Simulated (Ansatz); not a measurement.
Space group F-43m (No. 216). a = 5.443 Å, b = 5.443 Å, c = 5.443 Å, α = 90.00°, β = 90.00°, γ = 90.00°
| atom | site | symmetry | x | y | z |
| --- | --- | --- | --- | --- | --- |
| Zn | 4d | -43m | 0.2500 | 0.2500 | 0.7500 |
| S | 4a | -43m | 0.0000 | 0.0000 | 0.0000 |

Equation of state of this ZnS structure (not necessarily the ground state), with shape and atoms relaxed at each volume where symmetry leaves them free. All numbers below come from DFT PBE, scalar-relativistic, plane waves, PAW in Ansatz.

Plane waves to 420 eV, a k mesh through Γ of 8×8×8 on the computed 2-atom cell and Gaussian smearing (0.02 eV); no spin polarisation.

| V (Å³/atom) | E − E(largest V) (meV/atom) | P (GPa) | gap on mesh (eV) |
| --- | --- | --- | --- |
| 17.740 | 43.05 | 11.83 | 2.58 |
| 18.345 | 5.63 | 8.11 | 2.43 |
| 18.949 | -18.86 | 4.95 | 2.29 |
| 19.554 | -32.37 | 2.28 | 2.15 |
| 20.159 | -36.61 | 0.02 | 2.02 |
| 20.764 | -32.93 | -1.91 | 1.89 |
| 21.369 | -22.55 | -3.55 | 1.77 |
| 22.175 | 0.00 | -5.35 | 1.62 |

Task: Fit a third-order Birch–Murnaghan equation, E = E0 + (9V0B0/16)·[(x − 1)³B0' + (x − 1)²(6 − 4x)] with x = (V0/V)^(2/3), to E(V).

Result: V0 = 20.16 Å³/atom, B0 = 69 GPa, B0' = 4.4.

The cell was relaxed from a distorted copy of a database structure.
